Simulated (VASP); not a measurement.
# Cu (Fm-3m) in VASP: further runs, part 2 of 2

VASP 6.6.1. Earlier steps stand in the parts before.

## Step 3: Relaxation of cell and atoms, r2SCAN, target pressure 7.3 GPa, at which the enthalpy is minimised

This run uses another cell than the first one, of 11.02 Å³/atom, 0.933 times its volume.

Contents of INCAR:

```
SYSTEM = Cu
  PREC = Accurate
  ENCUT = 600
  EDIFF = 1E-7
  ISMEAR = 1
  SIGMA = 0.1
  LREAL = .FALSE.
  LASPH = .TRUE.
  NELM = 80
  ALGO = Normal
  ISIF = 3
  LWAVE = .FALSE.
  LCHARG = .FALSE.
  METAGGA = R2SCAN
  LMIXTAU = .TRUE.
  IBRION = 2
  NSW = 90
  EDIFFG = -0.005
  PSTRESS = 73.0
```

Contents of KPOINTS:

```
regular mesh
0
G
  18 18 18
  0 0 0
```

Contents of POSCAR:

```
Cu                                      
1.0
    0.0000000000      1.7663351414      1.7663351414
    1.7663351414     -0.0000000000      1.7663351414
    1.7663351414      1.7663351414     -0.0000000000
  Cu            
     1
Direct
     0.0000000000000000    1.0000000000000000    0.0000000000000000
```

Potentials or basis: VASP PAW PBE potentials, release 64 (Cu).

Launch:

```console
$ cat potpaw_PBE.64/Cu/POTCAR > POTCAR
$ mpirun -np 1 vasp_std > vasp.out
```

OUTCAR:

```text
SYSTEM = Cu
   PREC = Accurate
   ENCUT = 600
   EDIFF = 1E-7
   ISMEAR = 1
   LREAL = .FALSE.
   LASPH = .TRUE.
   NELM = 80
   ISIF = 3
   METAGGA = R2SCAN
   IBRION = 2
   NSW = 90
   EDIFFG = -0.005
   PSTRESS = 73.0

 ion  position               nearest neighbor table
   1  0.000  0.000  0.000-

  LATTYP: Found a face centered cubic cell.
 ALAT       =     3.5326702828

  Lattice vectors:

 A1 = (   0.0000000000,   1.7663351414,   1.7663351414)
 A2 = (   1.7663351414,   0.0000000000,   1.7663351414)
 A3 = (   1.7663351414,   1.7663351414,   0.0000000000)

Analysis of symmetry for initial positions (statically):
=====================================================================
 Subroutine PRICEL returns:
 Original cell was already a primitive cell.

 Routine SETGRP: Setting up the symmetry group for a
 face centered cubic supercell.

 Subroutine GETGRP returns: Found 48 space group operations
 (whereof 48 operations were pure point group operations)
 out of a pool of 48 trial point group operations.

The static configuration has the point symmetry O_h .

Analysis of symmetry for dynamics (positions and initial velocities):
=====================================================================
 Subroutine PRICEL returns:
 Original cell was already a primitive cell.

 Routine SETGRP: Setting up the symmetry group for a
 face centered cubic supercell.

 Subroutine GETGRP returns: Found 48 space group operations
 (whereof 48 operations were pure point group operations)
 out of a pool of 48 trial point group operations.

The dynamic configuration has the point symmetry O_h .

 Subroutine INISYM returns: Found 48 space group operations
 (whereof 48 operations are pure point group operations),
 and found     1 'primitive' translations

----------------------------------------------------------------------------------------

                                     Primitive cell

  volume of cell :      11.0217

  direct lattice vectors                    reciprocal lattice vectors
     0.000000000  1.766335141  1.766335141    -0.283071988  0.283071988  0.283071988
     1.766335141  0.000000000  1.766335141     0.283071988 -0.283071988  0.283071988
     1.766335141  1.766335141  0.000000000     0.283071988  0.283071988 -0.283071988

  length of vectors
     2.497975113  2.497975113  2.497975113     0.490295065  0.490295065  0.490295065

  position of ions in fractional coordinates (direct lattice)
     0.000000000  0.000000000  0.000000000

  ion indices of the primitive-cell ions
   primitive index   ion index
                 1           1

----------------------------------------------------------------------------------------

 KPOINTS: regular mesh

Automatic generation of k-mesh.
 Grid dimensions read from file:
 generate k-points for:   18   18   18

[... 103 lines left out ...]

 number of electron      11.0000006 magnetization

 Free energy of the ion-electron system (eV)
  ---------------------------------------------------
  ext. energy  EPLUGINS =         0.00000000
  ---------------------------------------------------
  free energy    TOTEN  =       -10.81613138 eV

  energy without entropy =      -10.81610885  energy(sigma->0) =      -10.81612387

------------------------ aborting loop because EDIFF is reached ----------------------------------------

  FORCE on cell =-STRESS in cart. coord.  units (eV):
  Direction    XX          YY          ZZ          XY          YZ          ZX
  --------------------------------------------------------------------------------------
  -------------------------------------------------------------------------------------
  Total        0.5085126      0.5085126      0.5085126     -0.0000000     -0.0000000     -0.0000000
  in kB       73.9201753     73.9201753     73.9201753     -0.0000000     -0.0000000     -0.0000000
  external PRESSURE =       0.9201753 kB  Pullay stress =      73.0000000 kB

 VOLUME and BASIS-vectors are now :
 -----------------------------------------------------------------------------
  energy-cutoff  :      600.00
  volume of cell :       11.02
      direct lattice vectors                 reciprocal lattice vectors
     0.000000000  1.766335141  1.766335141    -0.283071988  0.283071988  0.283071988
     1.766335141  0.000000000  1.766335141     0.283071988 -0.283071988  0.283071988
     1.766335141  1.766335141  0.000000000     0.283071988  0.283071988 -0.283071988

 POSITION                                       TOTAL-FORCE (eV/Angst)
 -----------------------------------------------------------------------------------
      0.00000      0.00000      0.00000         0.000000      0.000000      0.000000
 -----------------------------------------------------------------------------------
    total drift:                                0.000000      0.000000      0.000000

  FREE ENERGIE OF THE ION-ELECTRON SYSTEM (eV)
  ---------------------------------------------------
  free  energy   TOTEN  =       -10.8161313788 eV

  energy  without entropy=      -10.8161088536  energy(sigma->0) =      -10.81612387

  enthalpy is  TOTEN    =       -10.3139488475 eV   P V=        0.5021825313

--------------------------------------- Ionic step        2  -------------------------------------------

 number of electron      11.0000006 magnetization

 Free energy of the ion-electron system (eV)
  ---------------------------------------------------
  ext. energy  EPLUGINS =         0.00000000
  ---------------------------------------------------
  free energy    TOTEN  =       -10.81659687 eV

  energy without entropy =      -10.81657071  energy(sigma->0) =      -10.81658815

 E-fermi :   8.2238     XC(G=0): -14.2081

 val. band max:        8.2209759409   @ k =   0.5000   0.3333   0.1667
 cond. band min:       8.2336878125   @ k =  -0.4444   0.1111   0.0556
 fundamental gap:      0.0127118716
 Fermi energy:         8.2238237200

 k-point     1 :       0.0000    0.0000    0.0000
  band No.  band energies     occupation
      1      -1.9521      2.00000
      2       4.9114      2.00000
      3       4.9115      2.00000
      4       4.9115      2.00000
      5       5.8211      2.00000
      6       5.8211      2.00000
      7      32.2134      0.00000
      8      35.7973      0.00000
      9      35.7974      0.00000
[... 265 lines left out ...]
 k-point    24 :      -0.2222    0.0556    0.0000
  band No.  band energies     occupation
      1       0.3004      2.00000
      2       4.5677      2.00000
      3       5.0802      2.00000
      4       5.1246      2.00000
      5       5.7703      2.00000
      6       6.0469      2.00000
      7      22.4222      0.00000
      8      29.9194      0.00000
      9      33.7252      0.00000

 [... further k-points ...]

------------------------ aborting loop because EDIFF is reached ----------------------------------------

  FORCE on cell =-STRESS in cart. coord.  units (eV):
  Direction    XX          YY          ZZ          XY          YZ          ZX
  --------------------------------------------------------------------------------------
  -------------------------------------------------------------------------------------
  Total        0.4978487      0.4978487      0.4978487      0.0000000      0.0000000      0.0000000
  in kB       72.3037537     72.3037537     72.3037537      0.0000000      0.0000000      0.0000000
  external PRESSURE =      -0.6962463 kB  Pullay stress =      73.0000000 kB

 VOLUME and BASIS-vectors are now :
 -----------------------------------------------------------------------------
  energy-cutoff  :      600.00
  volume of cell :       11.03
      direct lattice vectors                 reciprocal lattice vectors
    -0.000000000  1.766874545  1.766874545    -0.282985570  0.282985570  0.282985570
     1.766874545 -0.000000000  1.766874545     0.282985570 -0.282985570  0.282985570
     1.766874545  1.766874545 -0.000000000     0.282985570  0.282985570 -0.282985570

 POSITION                                       TOTAL-FORCE (eV/Angst)
 -----------------------------------------------------------------------------------
      0.00000      0.00000      0.00000         0.000000      0.000000     -0.000000
 -----------------------------------------------------------------------------------
    total drift:                                0.000000      0.000000      0.000000

  FREE ENERGIE OF THE ION-ELECTRON SYSTEM (eV)
  ---------------------------------------------------
  free  energy   TOTEN  =       -10.8165968705 eV

  energy  without entropy=      -10.8165707101  energy(sigma->0) =      -10.81658815

  enthalpy is  TOTEN    =       -10.3139541293 eV   P V=        0.5026427412

 reached required accuracy - stopping structural energy minimisation
```

Run time: 66 s. Hardware: 1 thread of Intel Xeon 6975P-C (Granite Rapids), shared host; peak memory 0.15 GiB.

What came out:

```yaml
Free_energy: -10.8166 eV
Relaxed_volume: 11.03 Å³/atom
Relaxed_cell: a = 2.499 Å, b = 2.499 Å, c = 2.499 Å, α = 60.00°, β = 60.00°, γ = 60.00°
Space_group_after_relaxing_to_0.05_Å: Fm-3m (No. 225)
Energy_change_on_relaxing_the_enthalpy_is_what_falls: -0.5 meV/atom
Ionic_steps: 2
Pressure_after_relaxing: 7.2 GPa
Band_gap_on_the_k_mesh: none (metal or under the smearing width)
```

The path:
```tsv
step	energy change (eV)	largest force (eV/Å)	pressure (GPa)	volume (Å³)
1	0.0000	0.0000	7.39	11.02
2	-0.0005	0.0000	7.23	11.03
```

Final structure:
```xyz
1
Lattice="0.0000 1.7669 1.7669 1.7669 0.0000 1.7669 1.7669 1.7669 0.0000" Properties=species:S:1:pos:R:3 pbc="T T T"
Cu    0.0000    0.0000    0.0000
```

Levels at points of the mesh, in eV from the Fermi level:
| k point | band 2 | band 3 | band 4 | band 5 | band 6 | band 7 | band 8 | band 9 |
| --- | --- | --- | --- | --- | --- | --- | --- | --- |
| (0.00, 0.00, 0.00) | -3.31 | -3.31 | -3.31 | -2.40 | -2.40 | 23.99 | 27.57 | 27.57 |
| (0.50, 0.00, 0.00) | -3.36 | -3.36 | -1.75 | -1.75 | -1.21 | 4.38 | 22.46 | 24.31 |
| (0.50, 0.50, 0.00) | -4.92 | -1.79 | -1.58 | -1.58 | 1.58 | 7.97 | 14.37 | 14.37 |

Caveat: the cell is relaxed towards a set pressure, so the enthalpy falls and the energy may rise; the PAW data sets were made with another functional, which shifts forces and pressure a little.

## Step 4: Relaxation of cell and atoms, LDA

Contents of INCAR:

```
SYSTEM = Cu
PREC = Accurate
ENCUT = 600
EDIFF = 1E-6
ISMEAR = 1
SIGMA = 0.1
LREAL = .FALSE.
LASPH = .TRUE.
NELM = 80
ALGO = Normal
ISIF = 3
LWAVE = .FALSE.
LCHARG = .FALSE.
IBRION = 2
NSW = 90
EDIFFG = -0.01
KPAR = 2
```

KPOINTS is that of step 3.

Contents of POSCAR:

```
Cu
1.0
    0.0000000000      1.8075000000      1.8075000000
    1.8075000000      0.0000000000      1.8075000000
    1.8075000000      1.8075000000      0.0000000000
Cu
1
Direct
    0.0000000000      0.0000000000      0.0000000000
```

Potentials or basis: VASP PAW LDA potentials, release 64 (Cu).

Launch:

```console
$ cat potpaw_LDA.64/Cu/POTCAR > POTCAR
$ mpirun -np 2 vasp_std > vasp.out
```

OUTCAR:

```text
SYSTEM = Cu
   PREC = Accurate
   ENCUT = 600
   EDIFF = 1E-6
   ISMEAR = 1
   LREAL = .FALSE.
   LASPH = .TRUE.
   NELM = 80
   ISIF = 3
   IBRION = 2
   NSW = 90
   EDIFFG = -0.01

 ion  position               nearest neighbor table
   1  0.000  0.000  0.000-

  LATTYP: Found a face centered cubic cell.
 ALAT       =     3.6150000000

  Lattice vectors:

 A1 = (   0.0000000000,   1.8075000000,   1.8075000000)
 A2 = (   1.8075000000,   0.0000000000,   1.8075000000)
 A3 = (   1.8075000000,   1.8075000000,   0.0000000000)

Analysis of symmetry for initial positions (statically):
=====================================================================
 Subroutine PRICEL returns:
 Original cell was already a primitive cell.

[... 246 lines left out ...]
  free energy    TOTEN  =        -4.70783210 eV

  energy without entropy =       -4.70778127  energy(sigma->0) =       -4.70781515

 E-fermi :   8.2912     XC(G=0): -13.5510

 val. band max:        8.2797633558   @ k =   0.5000   0.3333   0.1667
 cond. band min:       8.3149336445   @ k =  -0.4444   0.1111   0.0556
 fundamental gap:      0.0351702888
 Fermi energy:         8.2911967843

 k-point     1 :       0.0000    0.0000    0.0000
  band No.  band energies     occupation
      1      -1.6126      2.00000
      2       5.0163      2.00000
      3       5.0163      2.00000
      4       5.0163      2.00000
      5       5.9586      2.00000
      6       5.9586      2.00000
      7      31.6060      0.00000
      8      34.6818      0.00000
      9      34.6818      0.00000
[... 265 lines left out ...]
 k-point    24 :      -0.2222    0.0556    0.0000
  band No.  band energies     occupation
      1       0.5624      2.00000
      2       4.6871      2.00000
      3       5.1954      2.00000
      4       5.2387      2.00000
      5       5.8999      2.00000
      6       6.1765      2.00000
      7      21.9620      0.00000
      8      29.1835      0.00000
      9      32.8903      0.00000

 [... further k-points ...]
[... 5 lines left out ...]
  --------------------------------------------------------------------------------------
  -------------------------------------------------------------------------------------
  Total       -0.0066750     -0.0066750     -0.0066750      0.0000000      0.0000000      0.0000000
  in kB       -0.9768358     -0.9768358     -0.9768358      0.0000000      0.0000000      0.0000000
  external PRESSURE =      -0.9768358 kB  Pullay stress =       0.0000000 kB
[... 16 lines left out ...]
  FREE ENERGIE OF THE ION-ELECTRON SYSTEM (eV)
  ---------------------------------------------------
  free  energy   TOTEN  =        -4.7078320988 eV

  energy  without entropy=       -4.7077812670  energy(sigma->0) =       -4.70781515

 reached required accuracy - stopping structural energy minimisation
```

Run time: 26 s. Hardware: 2 MPI ranks of AMD EPYC 7R43 (Zen 3), shared host; peak memory 0.11 GiB.

What came out:

- Free energy: -4.7078 eV
- Relaxed volume: 10.95 Å³/atom
- Relaxed cell: a = 2.492 Å, b = 2.492 Å, c = 2.492 Å, α = 60.00°, β = 60.00°, γ = 60.00°
- Space group after relaxing (to 0.05 Å): Fm-3m (No. 225)
- Energy gained by relaxing: 33.6 meV/atom
- Ionic steps: 3
- Pressure after relaxing: -0.1 GPa
- Band gap on the k mesh: none (metal or under the smearing width)

The path:
```csv
step,energy change (eV),largest force (eV/Å),pressure (GPa),volume (Å³)
1,0.0000,0.0000,-11.54,11.81
2,-0.0176,0.0000,10.19,10.42
3,-0.0336,0.0000,-0.10,10.95
```

Final structure:
```yaml
crystal:
  lattice:
    - [0.00000, 1.76240, 1.76240]
    - [1.76240, 0.00000, 1.76240]
    - [1.76240, 1.76240, 0.00000]
  atoms:
    - { symbol: Cu, position: [0.00000, 0.00000, 0.00000] }
```

LDA usually gives volumes a few per cent too small. Zero-point motion and thermal expansion aren't in these numbers.
